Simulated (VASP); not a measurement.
# CdSe (F-43m) in VASP: notebook

The runs below take CdSe through relaxation of cell and atoms, single point, with r2SCAN0, PBE, PBEsol0.

All numbers are computed with VASP 6.6.1; they aren't measurements. Logs are shortened: lines on timing, memory, paths and dates and some standing lists are left out, and cuts for length are marked.

## Step 1: The structure

Symmetry: F-43m, No. 216, cubic system. Conventional cell: a = 6.141 Å, b = 6.141 Å, c = 6.141 Å, α = 90.00°, β = 90.00°, γ = 90.00°. Cd (site symmetry -43m) has 4 Se at 2.66 Å as nearest neighbours. Se (site symmetry -43m) has 4 Cd at 2.66 Å as nearest neighbours.

Measurements of this composition are mostly on another form, of space group No. 186.

## Step 2: Relaxation of cell and atoms, r2SCAN0

Input file POSCAR:

```
CdSe
1.0
    0.0000000000      3.0702711986      3.0702711986
    3.0702711986      0.0000000000      3.0702711986
    3.0702711986      3.0702711986      0.0000000000
Cd Se
1 1
Direct
    0.0000000000      0.0000000000      0.0000000000
    0.2500000000      0.2500000000      0.2500000000
```

Input file INCAR.step1:

```
PREC = Accurate ; ENCUT = 600
EDIFF = 1E-5 ; ISMEAR = 0
SIGMA = 0.05 ; LREAL = False
LASPH = True ; NELM = 100
ALGO = Normal ; LWAVE = True
LCHARG = False ; GGA = PE
```

Input file INCAR.step2:

```
PREC = Accurate ; ENCUT = 600
EDIFF = 1E-6 ; ISMEAR = 0
SIGMA = 0.05 ; LREAL = False
LASPH = True ; NELM = 100
ALGO = Normal ; ISIF = 3
LWAVE = False ; LCHARG = False
METAGGA = R2SCAN ; LHFCALC = True
AEXX = 0.25 ; LMIXTAU = True
PRECFOCK = Fast ; HFRCUT = -1
IBRION = 2 ; NSW = 40
EDIFFG = -0.005 ; ISTART = 1
```

Input file KPOINTS:

```
Automatic mesh
0
Gamma
  4 4 4
```

Potentials or basis: VASP PAW PBE potentials, release 64 (Cd, Se).

Run with:

```sh
$ cat potpaw_PBE.64/Cd/POTCAR potpaw_PBE.64/Se/POTCAR > POTCAR
$ cp INCAR.step1 INCAR
$ mpirun -np 1 vasp_std > vasp.out
$ cp INCAR.step2 INCAR
$ mpirun -np 1 vasp_std > vasp.out
```

OUTCAR:

```text
PREC = Accurate
   ENCUT = 600
   EDIFF = 1E-6
   ISMEAR = 0
   LREAL = False
   LASPH = True
   NELM = 100
   ISIF = 3
   METAGGA = R2SCAN
   LHFCALC = True
   AEXX = 0.25
   PRECFOCK = Fast
   IBRION = 2
   NSW = 40
   EDIFFG = -0.005
   ISTART = 1

 ion  position               nearest neighbor table
   1  0.000  0.000  0.000-   2 2.66   2 2.66   2 2.66   2 2.66
   2  0.250  0.250  0.250-   1 2.66   1 2.66   1 2.66   1 2.66

  LATTYP: Found a face centered cubic cell.
 ALAT       =     6.1405423972

  Lattice vectors:

 A1 = (   0.0000000000,   3.0702711986,   3.0702711986)
 A2 = (   3.0702711986,   0.0000000000,   3.0702711986)
 A3 = (   3.0702711986,   3.0702711986,   0.0000000000)

Analysis of symmetry for initial positions (statically):
=====================================================================
 Subroutine PRICEL returns:
 Original cell was already a primitive cell.

 Routine SETGRP: Setting up the symmetry group for a
 face centered cubic supercell.

 Subroutine GETGRP returns: Found 24 space group operations
 (whereof 24 operations were pure point group operations)
 out of a pool of 48 trial point group operations.

The static configuration has the point symmetry T_d .

Analysis of symmetry for dynamics (positions and initial velocities):
=====================================================================
 Subroutine PRICEL returns:
 Original cell was already a primitive cell.

 Routine SETGRP: Setting up the symmetry group for a
 face centered cubic supercell.

 Subroutine GETGRP returns: Found 24 space group operations
 (whereof 24 operations were pure point group operations)
 out of a pool of 48 trial point group operations.

The dynamic configuration has the point symmetry T_d .

 Subroutine INISYM returns: Found 24 space group operations
 (whereof 24 operations are pure point group operations),
 and found     1 'primitive' translations

----------------------------------------------------------------------------------------

                                     Primitive cell

  volume of cell :      57.8842

  direct lattice vectors                    reciprocal lattice vectors
     0.000000000  3.070271199  3.070271199    -0.162852063  0.162852063  0.162852063
     3.070271199  0.000000000  3.070271199     0.162852063 -0.162852063  0.162852063
[... 69 lines left out ...]
   LREAL  =      F    real-space projection
   EDIFFG = -.5E-02   stopping-criterion for IOM
   NSW    =     40    number of steps for IOM
   IBRION =      2    ionic relax: 0-MD 1-quasi-New 2-CG
   NFREE  =      1    steps in history (QN), initial steepest desc. (CG)
   ISIF   =      3    stress and relaxation
   ISYM   =      3    0-nonsym 1-usesym 2-fastsym
   POTIM  = 0.5000    time-step for ionic-motion
   TEBEG  =    0.0;   TEEND  =   0.0 temperature during run
   PSTRESS=    0.0 pullay stress
   NELECT =      18.0000    total number of electrons
   NUPDOWN=      -1.0000    fix difference up-down
   EMIN   =  10.00;   EMAX   =-10.00  energy-range for DOS
   EFERMI =   0.00;   METHOD = LEGACY
   ISMEAR =     0;   SIGMA  =   0.05  broadening in eV -4-tet -1-fermi 0-gaus
   EFERMI_NEDOS =   21; number of points for ismear=-14 and -15
   IALGO  =     38    algorithm
   IMIX   =      1    mixing-type and parameters
     AMIX     =   0.40;   BMIX     =  1.00
     AMIX_MAG =   1.60;   BMIX_MAG =  1.00
  volume/ion in A,a.u.               =      28.94       195.31
  Fermi-wavevector in a.u.,A,eV,Ry     =   1.109121  2.095935 16.737199  1.230149
  Thomas-Fermi vector in A             =   2.245657
   LORBIT       =      0    0 simple, 1 ext, 2 COOP (PROOUT), +10 PAW based schemes
   METAGGA = R2SCAN    functional components
   LHFCALC =     T    Hartree Fock is set to
   PRECFOCK=fast      Normal, Fast or Accurate (Low or Medium for compatibility)
   ENCUT4O =  -1.0   cutoff for four orbital integrals eV
   NKREDX  =     1    reduce k-point grid by
   NKREDY  =     1    reduce k-point grid by
   NKREDZ  =     1    reduce k-point grid by
   AEXX    =    0.2500 exact exchange contribution
   HFSCREEN=    0.0000 screening length (either q_TF or 0.3 A-1)
   HFSCREENC=   0.0000 screening length for correlation (either q_TF or 0.3 A-1)
   ENCUTFOCK=  -1.0 apply spherical cutoff to Coloumb kernel
   IVDW    =     0    specifies the selected vdW correction
   LEPSILON=     F    determine dielectric tensor
   LRPA    =     F    only Hartree local field effects (RPA)
 conjugate gradient relaxation of ions
 non-spin polarized calculation
 Gauss-broadening in eV      SIGMA  =   0.05
  energy-cutoff  :      600.00
  volume of cell :       57.88
 maximum number of plane-waves:      1964
 NGX is ok and might be reduce to    36
  NGX = 20; NGY = 20; NGZ = 20

--------------------------------------- Ionic step        1  -------------------------------------------

 number of electron      17.9999997 magnetization

 Free energy of the ion-electron system (eV)
  ---------------------------------------------------
  ext. energy  EPLUGINS =         0.00000000
  ---------------------------------------------------
  free energy    TOTEN  =       -30.39223601 eV

  energy without entropy =      -30.39223601  energy(sigma->0) =      -30.39223601

------------------------ aborting loop because EDIFF is reached ----------------------------------------

  FORCE on cell =-STRESS in cart. coord.  units (eV):
  Direction    XX          YY          ZZ          XY          YZ          ZX
  --------------------------------------------------------------------------------------
  -------------------------------------------------------------------------------------
  Total       -0.2272666     -0.2272666     -0.2272666      0.0000000      0.0000000      0.0000000
  in kB       -6.2905125     -6.2905125     -6.2905125      0.0000000      0.0000000      0.0000000
  external PRESSURE =      -6.2905125 kB  Pullay stress =       0.0000000 kB
[... 59 lines left out ...]
--------------------------------------- Ionic step        3  -------------------------------------------

 number of electron      17.9999997 magnetization

 Free energy of the ion-electron system (eV)
  ---------------------------------------------------
  ext. energy  EPLUGINS =         0.00000000
  ---------------------------------------------------
  free energy    TOTEN  =       -30.39342218 eV

  energy without entropy =      -30.39342218  energy(sigma->0) =      -30.39342218

 E-fermi :  -0.0786     XC(G=0):  -7.3034

 val. band max:       -0.3354490955   @ k =   0.0000   0.0000   0.0000
 cond. band min:       2.1279158066   @ k =   0.0000   0.0000   0.0000
 fundamental gap:      2.4633649020
 Fermi energy:        -0.0785911793

 k-point     1 :       0.0000    0.0000    0.0000
  band No.  band energies     occupation
      1     -14.2834      2.00000
      2      -9.6621      2.00000
      3      -9.6621      2.00000
      4      -9.6621      2.00000
      5      -9.2919      2.00000
      6      -9.2919      2.00000
      7      -0.3354      2.00000
      8      -0.3354      2.00000
      9      -0.3354      2.00000
     10       2.1279      0.00000
     11       7.7129      0.00000
     12       7.7129      0.00000
     13       7.7129      0.00000
[... 139 lines left out ...]
  FREE ENERGIE OF THE ION-ELECTRON SYSTEM (eV)
  ---------------------------------------------------
  free  energy   TOTEN  =       -30.3934221810 eV

  energy  without entropy=      -30.3934221810  energy(sigma->0) =      -30.39342218

 reached required accuracy - stopping structural energy minimisation
```

It took 17 min on 1 thread of Intel Xeon Platinum 8375C at 2.90GHz (Ice Lake), shared host; peak memory 0.24 GiB.

What came out:

```
Free energy                            : -30.3934 eV
Relaxed volume                         : 28.63 Å³/atom
Relaxed cell                           : a = 4.326 Å, b = 4.326 Å, c = 4.326 Å, α = 60.00°, β = 60.00°, γ = 60.00°
Space group after relaxing (to 0.05 Å) : F-43m (No. 216)
Energy gained by relaxing              : 0.6 meV/atom
Ionic steps                            : 3
Pressure after relaxing                : 0.0 GPa
Band gap on the k mesh                 : 2.46 eV, direct
```

The path:
```csv
step,energy change (eV),largest force (eV/Å),pressure (GPa),volume (Å³)
1,0.0000,0.0000,-0.63,57.88
2,-0.0009,0.0000,0.31,56.94
3,-0.0012,0.0000,-0.01,57.26
```

Final structure:
```
CELL_PARAMETERS angstrom
0.00000 3.05923 3.05923
3.05923 0.00000 3.05923
3.05923 3.05923 0.00000
ATOMIC_POSITIONS crystal
Cd 0.00000 0.00000 0.00000
Se 0.25000 0.25000 0.25000
```

Caveat: the k mesh is coarse (spacing up to 0.44 Å⁻¹), so the values aren't converged, least of all with exact exchange; the PAW data sets were made with another functional, which shifts forces and pressure a little.

## Step 3: Single point, PBE

Input file INCAR:

```
PREC = Accurate ; ENCUT = 520
EDIFF = 1E-7 ; ISMEAR = 0
SIGMA = 0.020999999999999998 ; LREAL = F
LASPH = T ; NELM = 60
ALGO = Fast ; ISIF = 2
LWAVE = F ; LCHARG = F
GGA = PE ; NBANDS = 16
```

Input file KPOINTS:

```
Automatic mesh
0
Gamma
  8 8 8
```

POSCAR is that of step 2.

Potentials or basis: VASP PAW PBE potentials, release 64 (Cd, Se).

Run with:

```sh
$ cat potpaw_PBE.64/Cd/POTCAR potpaw_PBE.64/Se/POTCAR > POTCAR
$ mpirun -np 1 vasp_std > vasp.out
```

Wall time 16 s (1 thread of Intel Xeon Platinum 8559C (Emerald Rapids), shared host); peak memory 0.18 GiB.

Results (log left out):

* Free energy: -5.4905 eV
* Pressure: 1.6 GPa
* Band gap on the k mesh: 0.55 eV, direct

Levels at points of the mesh, in eV from the valence-band top:
```
           k point  band 6  band 7  band 8  band 9  band 10  band 11  band 12  band 13
(0.00, 0.00, 0.00)   -7.50    0.00    0.00    0.00     0.55     5.93     5.93     5.93
(0.50, 0.00, 0.00)   -7.22   -4.22   -0.71   -0.71     2.36     6.44     6.44     7.34
(0.50, 0.50, 0.00)   -7.16   -3.95   -1.76   -1.76     3.19     3.73     8.98    10.05
```

(Part 1 of 2 ends here.)
